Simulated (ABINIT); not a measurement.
# BaTe (Fm-3m): G0W0 in ABINIT against the screening cutoff in the self-energy

Aim: move the screening cutoff in the self-energy of a G0W0 run on BaTe (Fm-3m) over a wide range.

Main program and level: ABINIT 10.8.3; PBE and many-body steps on it, plane waves.

The database entry behind the starting cell differs from later determinations by our own check (about 0.2 % short), so it need not match the best structure at ambient conditions.

## Step 1: Set-up

The structure is cubic, space group Fm-3m (No. 225). The conventional cell has a = 6.986 Å, b = 6.986 Å, c = 6.986 Å, α = 90.00°, β = 90.00°, γ = 90.00°. Nearest to Ba lie 6 Te at 3.49 Å. Te has 6 Ba at 3.49 Å nearest. Farther neighbours and most contacts between anions are not listed.

As a file:

```cif
data_structure
_symmetry_space_group_name_H-M 'Fm-3m'
_symmetry_Int_Tables_number 225
_cell_length_a 6.9860
_cell_length_b 6.9860
_cell_length_c 6.9860
_cell_angle_alpha 90.000
_cell_angle_beta 90.000
_cell_angle_gamma 90.000
_cell_volume 340.95
loop_
_atom_site_label
_atom_site_type_symbol
_atom_site_symmetry_multiplicity
_atom_site_Wyckoff_symbol
_atom_site_fract_x
_atom_site_fract_y
_atom_site_fract_z
_atom_site_occupancy
Ba1 Ba 4 a 0.00000 0.00000 0.00000 1
Te1 Te 4 b 0.50000 0.00000 0.00000 1
```

The cell and positions come from the Crystallography Open Database and are kept as given unless a step says otherwise. Spin-orbit coupling is left out unless a step names it.

## Step 2: Screening, 2×2×2 mesh, 151 bands, screening to 176.9 eV

This step: ABINIT 10.8.3; RPA screening on PBE, plane waves, norm-conserving pseudopotentials.

The RPA dielectric matrix is built and inverted for each q.

The input, run.abi:

```
acell 3*1.0 Angstrom
rprim 
  -0.000000000000 3.493000000000 3.493000000000
  3.493000000000 -0.000000000000 3.493000000000
  3.493000000000 3.493000000000 -0.000000000000
ntypat 2
znucl 56 52
natom 2
typat 1 2
xred 
  0.000000000000 0.000000000000 0.000000000000
  0.500000000000 0.500000000000 0.500000000000
pp_dirpath "pseudos"
pseudos "Ba.upf, Te.upf"
ecut 34
ngkpt 2 2 2
nshiftk 1
shiftk 0 0 0
kptopt 1
chksymbreak 0
istwfk *1
occopt 1
irdwfk 1
optdriver 3
nband 151
ecuteps 6.5
inclvkb 2
awtr 1
symchi 1
indata_prefix "in"
outdata_prefix "out"
tmpdata_prefix "tmp"
```

The run is started by

```console
$ OMP_NUM_THREADS=1 mpirun -n 4 abinit run.abi > log
```

Output:

```text
.Version 10.8.3 of ABINIT. v10.8.2 released Aug 2026.

 Symmetries : space group Fm -3 m (#225); Bravais cF (face-center cubic)
[... echo of the input left out ...]
== DATASET  1 ==================================================================
-   mpi_nproc: 4, omp_nthreads: 1 (-1 if OMP is not activated)

--- !DatasetInfo
iteration_state: {dtset: 1, }
dimensions: {natom: 2, nkpt: 3, mband: 151, nsppol: 1, nspinor: 1, nspden: 1, mpw: 5577, }
cutoff_energies: {ecut:  34.0, pawecutdg:  -1.0, }
electrons: {nelect:   2.60000000E+01, charge:   0.00000000E+00, occopt:   1.00000000E+00, tsmear:   1.00000000E-02, }

 SCREENING: Calculation of the susceptibility and dielectric matrices

 Based on a program developped by R.W. Godby, V. Olevano, G. Onida, and L. Reining.
 Incorporated in ABINIT by V. Olevano, G.-M. Rignanese, and M. Torrent.
.Using double precision arithmetic ; gwpc =  8

[... cell and pseudopotentials left out ...]
--------------------------------------------------------------------------------

 ==== K-mesh for the wavefunctions ====
 Number of points in the irreducible wedge :     3
[... list of points left out ...]
 Together with 48 symmetry operations and time-reversal symmetry
 yields     8 points in the full Brillouin Zone.

 ==== Q-mesh for the screening function ====
 Number of points in the irreducible wedge :     3
[... list of points left out ...]
 Together with 48 symmetry operations and time-reversal symmetry
 yields     8 points in the full Brillouin Zone.

 setmesh: FFT mesh size selected  =    36x   36x   36
          total number of points  =        46656

 vcoul_init : cutoff-mode = AUXILIARY_FUNCTION
 q-points for optical limit:   1
     1)      0.000010    0.000020    0.000030

- screening: taking advantage of time-reversal symmetry
- Maximum band index for partially occupied states nbvw = 13
- Remaining bands to be divided among processors   nbcw = 138
- Number of bands treated by each node ~34

 Number of electrons calculated from density =   26.0000; Expected =   26.0000
 average of density, n =  0.045201
 r_s =    1.7415
 omega_plasma =   20.5084 [eV]

 calculating chi0 at frequencies [eV] :
  1    0.000000E+00    0.000000E+00
  2    0.000000E+00    2.050837E+01

--------------------------------------------------------------------------------
  q-point number  1        q = ( 0.000000, 0.000000, 0.000000) [r.l.u.]
--------------------------------------------------------------------------------
[... chi0 elements left out ...]
 For q-point:  0.000010 0.000020 0.000030
  dielectric constant =  11.8692
  dielectric constant without local fields =  14.2888

  Average fulfillment of the sum rule on Im[epsilon] for q-point    1 :     83.87  [%]
[... wings left out ...]
  q-point number  2        q = ( 0.500000, 0.000000, 0.000000) [r.l.u.]
--------------------------------------------------------------------------------
[... chi0 elements left out ...]
  Average fulfillment of the sum rule on Im[epsilon] for q-point    2 :     92.20  [%]

 [... 1 further q-points ...]
```

The job ended after 18 s (4 MPI ranks of Arm Neoverse N1, shared host; peak memory 0.87 GiB).

Numbers from this step:

- ε∞ with local fields, on this mesh, along the program's q direction: 11.87
- the same without local fields: 14.29
- plasma frequency: 20.51 eV
- plane waves in the screening matrix: 459

Local fields lower ε∞ by 17 %. On a Γ-centred mesh this coarse the value itself is usually too large, while a short band sum pulls it down.

## Step 3: 0.7 Ha

This step: G0W0 on PBE, plane waves, norm-conserving pseudopotentials.

Edit run.abi of step 2 so:

```diff
@@ -23,8 +23,17 @@
 irdwfk 1
-optdriver 3
+optdriver 4
 nband 151
-ecuteps 6.5
-inclvkb 2
-awtr 1
-symchi 1
+gwcalctyp 0
+ecutsigx 34
+symsigma 1
+nkptgw 2
+kptgw 
+  0.0000000000 0.0000000000 0.0000000000
+  0.5000000000 0.5000000000 0.0000000000
+bdgw 
+  11 17
+  12 15
+ecuteps 0.7
+irdscr 1
+ppmodel 1
 indata_prefix "in"
```

Output:

```text
.Version 10.8.3 of ABINIT. v10.8.2 released Aug 2026.

 Symmetries : space group Fm -3 m (#225); Bravais cF (face-center cubic)
[... echo of the input left out ...]
== DATASET  1 ==================================================================
-   mpi_nproc: 4, omp_nthreads: 1 (-1 if OMP is not activated)

--- !DatasetInfo
iteration_state: {dtset: 1, }
dimensions: {natom: 2, nkpt: 3, mband: 151, nsppol: 1, nspinor: 1, nspden: 1, mpw: 5577, }
cutoff_energies: {ecut:  34.0, pawecutdg:  -1.0, }
electrons: {nelect:   2.60000000E+01, charge:   0.00000000E+00, occopt:   1.00000000E+00, tsmear:   1.00000000E-02, }

 SIGMA: Calculation of the GW corrections

 Based on a program developped by R.W. Godby, V. Olevano, G. Onida, and L. Reining.
 Incorporated in ABINIT by V. Olevano, G.-M. Rignanese, and M. Torrent.
.Using double precision arithmetic ; gwpc =  8

[... cell and pseudopotentials left out ...]
--------------------------------------------------------------------------------

 ==== K-mesh for the wavefunctions ====
 Number of points in the irreducible wedge :     3
[... list of points left out ...]
 Together with 48 symmetry operations and time-reversal symmetry
 yields     8 points in the full Brillouin Zone.

 ==== Q-mesh for screening function ====
 Number of points in the irreducible wedge :     3
[... list of points left out ...]
 Together with 48 symmetry operations and time-reversal symmetry
 yields     8 points in the full Brillouin Zone.

 vcoul_init : cutoff-mode = AUXILIARY_FUNCTION
 q-points for optical limit:   1
     1)      0.000010    0.000020    0.000030
 setmesh: FFT mesh size selected  =    50x   50x   50
          total number of points  =       125000

 Number of electrons calculated from density =   26.0000; Expected =   26.0000
 average of density, n =  0.045201
 r_s =    1.7415
 omega_plasma =   20.5084 [eV]

 === KS Band Gaps ===
  >>>> For spin  1
   Minimum direct gap =   1.9141 [eV], located at k-point      :   0.5000  0.5000  0.0000
   Fundamental gap    =   1.5408 [eV], Top of valence bands at :   0.0000  0.0000  0.0000
                                       Bottom of conduction at :   0.5000  0.5000  0.0000
 SIGMA fundamental parameters:
 PLASMON POLE MODEL  1
 number of plane-waves for SigmaX                 5577
 number of plane-waves for SigmaC and W             15
 number of plane-waves for wavefunctions          5577
 number of bands                                   151
 number of independent spin polarizations            1
 number of spinorial components                      1
 number of k-points in IBZ                           3
 number of q-points in IBZ                           3
 number of symmetry operations                      48
 number of k-points in BZ                            8
 number of q-points in BZ                            8
 number of frequencies for dSigma/dE                 9
 frequency step for dSigma/dE [eV]                0.25
 number of omega for Sigma on real axis              0
 max omega for Sigma on real axis  [eV]           0.00
 zcut for avoiding poles [eV]                     0.10

 EPSILON^-1 parameters (SCR file):
 dimension of the eps^-1 matrix on file            459
 dimension of the eps^-1 matrix used                15
 number of plane-waves for wavefunctions          5577
 number of bands                                   151
 number of q-points in IBZ                           3
 number of frequencies                               2
 number of real frequencies                          1
 number of imag frequencies                          1

 matrix elements of self-energy operator (all in [eV])

 Perturbative Calculation

--- !SelfEnergy_ee
iteration_state: {dtset: 1, }
kpoint     : [   0.000,    0.000,    0.000, ]
spin       : 1
KS_gap     :    2.952
QP_gap     :    3.816
Delta_QP_KS:    0.864
data: !SigmaeeData |
     Band     E0 <VxcDFT>   SigX SigC(E0)      Z dSigC/dE  Sig(E)    E-E0       E
       11   3.636 -11.650 -14.560   2.247   0.822  -0.216 -12.195  -0.546   3.090
       12   3.636 -11.650 -14.560   2.247   0.822  -0.216 -12.195  -0.546   3.090
       13   3.636 -11.650 -14.560   2.247   0.822  -0.216 -12.195  -0.546   3.090
       14   6.588  -8.112  -4.136  -3.591   0.827  -0.209  -7.794   0.318   6.906
       15   6.594  -8.447  -4.047  -3.480   0.822  -0.217  -7.691   0.755   7.349
       16   6.594  -8.447  -4.047  -3.480   0.822  -0.217  -7.691   0.755   7.349
       17   6.594  -8.447  -4.047  -3.480   0.822  -0.217  -7.691   0.755   7.349

--- !SelfEnergy_ee
iteration_state: {dtset: 1, }
kpoint     : [   0.500,    0.500,    0.000, ]
spin       : 1
KS_gap     :    1.914
QP_gap     :    2.949
Delta_QP_KS:    1.035
data: !SigmaeeData |
     Band     E0 <VxcDFT>   SigX SigC(E0)      Z dSigC/dE  Sig(E)    E-E0       E
       12   3.263 -11.355 -14.238   2.206   0.821  -0.218 -11.911  -0.557   2.706
       13   3.263 -11.355 -14.238   2.206   0.821  -0.218 -11.911  -0.557   2.706
       14   5.177  -7.544  -3.643  -3.320   0.824  -0.213  -7.066   0.478   5.655
       15   8.114 -10.441  -5.557  -3.314   0.824  -0.213  -9.146   1.295   9.409

== END DATASET(S) ==============================================================
================================================================================

 -outvars: echo values of variables after computation  --------
           etotal      0.0000000000E+00
            nband         151
             nkpt           3
          spgroup         225
 [... the other variables as echoed above ...]

 Calculation completed.
```

The job ended after 5.6 s (4 MPI ranks; peak memory 0.2 GiB; 22 s of CPU time).

Numbers from this step:

```yaml
g0w0_gap_on_the_points_computed: 2.565 eV
starting_gap_on_the_mesh: 1.541 eV
k_of_the_valence_top: 0, 0, 0
k_of_the_conduction_bottom: 0.5, 0.5, 0
z_at_the_valence_top: 0.822
z_at_the_conduction_bottom: 0.824
least_direct_g0w0_gap_on_the_computed_points: 2.949 eV
```

## Step 4: 1.3 Ha

Edit run.abi of step 3 so:

```diff
@@ -35,3 +35,3 @@
   12 15
-ecuteps 0.7
+ecuteps 1.3
 irdscr 1
```

Output:

```text
.Version 10.8.3 of ABINIT. v10.8.2 released Aug 2026.

 Symmetries : space group Fm -3 m (#225); Bravais cF (face-center cubic)
[... echo of the input left out ...]
== DATASET  1 ==================================================================
-   mpi_nproc: 4, omp_nthreads: 1 (-1 if OMP is not activated)

--- !DatasetInfo
iteration_state: {dtset: 1, }
dimensions: {natom: 2, nkpt: 3, mband: 151, nsppol: 1, nspinor: 1, nspden: 1, mpw: 5577, }
cutoff_energies: {ecut:  34.0, pawecutdg:  -1.0, }
electrons: {nelect:   2.60000000E+01, charge:   0.00000000E+00, occopt:   1.00000000E+00, tsmear:   1.00000000E-02, }

 SIGMA: Calculation of the GW corrections

 Based on a program developped by R.W. Godby, V. Olevano, G. Onida, and L. Reining.
 Incorporated in ABINIT by V. Olevano, G.-M. Rignanese, and M. Torrent.
.Using double precision arithmetic ; gwpc =  8

[... cell and pseudopotentials left out ...]
--------------------------------------------------------------------------------

 ==== K-mesh for the wavefunctions ====
 Number of points in the irreducible wedge :     3
[... list of points left out ...]
 Together with 48 symmetry operations and time-reversal symmetry
 yields     8 points in the full Brillouin Zone.

 ==== Q-mesh for screening function ====
 Number of points in the irreducible wedge :     3
[... list of points left out ...]
 Together with 48 symmetry operations and time-reversal symmetry
 yields     8 points in the full Brillouin Zone.

 vcoul_init : cutoff-mode = AUXILIARY_FUNCTION
 q-points for optical limit:   1
     1)      0.000010    0.000020    0.000030
 setmesh: FFT mesh size selected  =    50x   50x   50
          total number of points  =       125000

 Number of electrons calculated from density =   26.0000; Expected =   26.0000
[...]
number of omega for Sigma on real axis              0
 max omega for Sigma on real axis  [eV]           0.00
 zcut for avoiding poles [eV]                     0.10

 EPSILON^-1 parameters (SCR file):
 dimension of the eps^-1 matrix on file            459
 dimension of the eps^-1 matrix used                51
 number of plane-waves for wavefunctions          5577
 number of bands                                   151
 number of q-points in IBZ                           3
 number of frequencies                               2
 number of real frequencies                          1
 number of imag frequencies                          1

 matrix elements of self-energy operator (all in [eV])

 Perturbative Calculation

--- !SelfEnergy_ee
iteration_state: {dtset: 1, }
kpoint     : [   0.000,    0.000,    0.000, ]
spin       : 1
KS_gap     :    2.952
QP_gap     :    3.828
Delta_QP_KS:    0.877
data: !SigmaeeData |
     Band     E0 <VxcDFT>   SigX SigC(E0)      Z dSigC/dE  Sig(E)    E-E0       E
       11   3.636 -11.650 -14.560   2.043   0.806  -0.241 -12.349  -0.699   2.937
       12   3.636 -11.650 -14.560   2.043   0.806  -0.241 -12.349  -0.699   2.937
       13   3.636 -11.650 -14.560   2.043   0.806  -0.241 -12.349  -0.699   2.937
[...]
--- !SelfEnergy_ee
iteration_state: {dtset: 1, }
kpoint     : [   0.500,    0.500,    0.000, ]
spin       : 1
KS_gap     :    1.914
QP_gap     :    2.942
Delta_QP_KS:    1.027
data: !SigmaeeData |
     Band     E0 <VxcDFT>   SigX SigC(E0)      Z dSigC/dE  Sig(E)    E-E0       E
[...]
14   5.177  -7.544  -3.643  -3.511   0.818  -0.222  -7.225   0.318   5.495
       15   8.114 -10.441  -5.557  -3.713   0.814  -0.228  -9.488   0.954   9.067

== END DATASET(S) ==============================================================
================================================================================

 -outvars: echo values of variables after computation  --------
           etotal      0.0000000000E+00
            nband         151
             nkpt           3
          spgroup         225
 [... the other variables as echoed above ...]

 Calculation completed.
```

Run time: 6 s. Hardware: 4 MPI ranks; peak memory 0.2 GiB; 24 s of CPU time.

This step gave:

```yaml
g0w0_gap_on_the_points_computed: 2.558 eV
starting_gap_on_the_mesh: 1.541 eV
k_of_the_valence_top: 0, 0, 0
k_of_the_conduction_bottom: 0.5, 0.5, 0
z_at_the_valence_top: 0.806
z_at_the_conduction_bottom: 0.818
least_direct_g0w0_gap_on_the_computed_points: 2.942 eV
```

## Step 5: 2.3 Ha

The self-energy is evaluated for the states that the input lists, and the levels follow from it, in one-shot runs by the linearised quasiparticle equation.

Edit run.abi of step 4 so:

```diff
@@ -35,3 +35,3 @@
   12 15
-ecuteps 1.3
+ecuteps 2.3
 irdscr 1
```

Output:

```text
.Version 10.8.3 of ABINIT. v10.8.2 released Aug 2026.

 Symmetries : space group Fm -3 m (#225); Bravais cF (face-center cubic)
[... echo of the input left out ...]
== DATASET  1 ==================================================================
-   mpi_nproc: 4, omp_nthreads: 1 (-1 if OMP is not activated)

--- !DatasetInfo
iteration_state: {dtset: 1, }
dimensions: {natom: 2, nkpt: 3, mband: 151, nsppol: 1, nspinor: 1, nspden: 1, mpw: 5577, }
cutoff_energies: {ecut:  34.0, pawecutdg:  -1.0, }
[...]
Band     E0 <VxcDFT>   SigX SigC(E0)      Z dSigC/dE  Sig(E)    E-E0       E
[...]
14   5.177  -7.544  -3.643  -3.539   0.817  -0.224  -7.248   0.295   5.472
       15   8.114 -10.441  -5.557  -3.874   0.810  -0.234  -9.623   0.819   8.932

== END DATASET(S) ==============================================================
================================================================================

 -outvars: echo values of variables after computation  --------
           etotal      0.0000000000E+00
            nband         151
             nkpt           3
          spgroup         225
 [... the other variables as echoed above ...]

 Calculation completed.
```

The job ended after 7.1 s (4 MPI ranks; peak memory 0.7 GiB).

This step gave:

```
G0W0 gap on the points computed              : 2.668 eV
starting gap on the mesh                     : 1.541 eV
k of the valence top                         : 0, 0, 0
k of the conduction bottom                   : 0.5, 0.5, 0
least direct G0W0 gap on the computed points : 3.040 eV
```

The gap on the mesh goes from 1.54 eV to 2.67 eV, a correction of +1.13 eV.

(Part 1 of 2 ends here.)

[Paths, hosts, dates, memory and timing lines, banners, echoed tables and standing remarks are left out of the program output.]

[Logs are printed without paths, hosts, clocks, repeated set-up lines and the standing remarks that a program may print on its own settings, such as how far it seeks lower states.]

[Runs of the session that timed out or met a known fault of the program may be left out.]

[Hosts, paths, dates, database ids (printed as entryN), source tags and the programs' standing remarks are cut or masked in the printed files.]

[G0W0 gaps are taken among the corrected bands and points alone; a level outside them can change the order at an edge.]

[Where Ansatz stands beside ABINIT at settings called matched, ABINIT's density can come from a denser mesh and the files from another edition; pairs whose starting gaps differed by over 0.03 eV were left out, so agreement reads better than it is.]
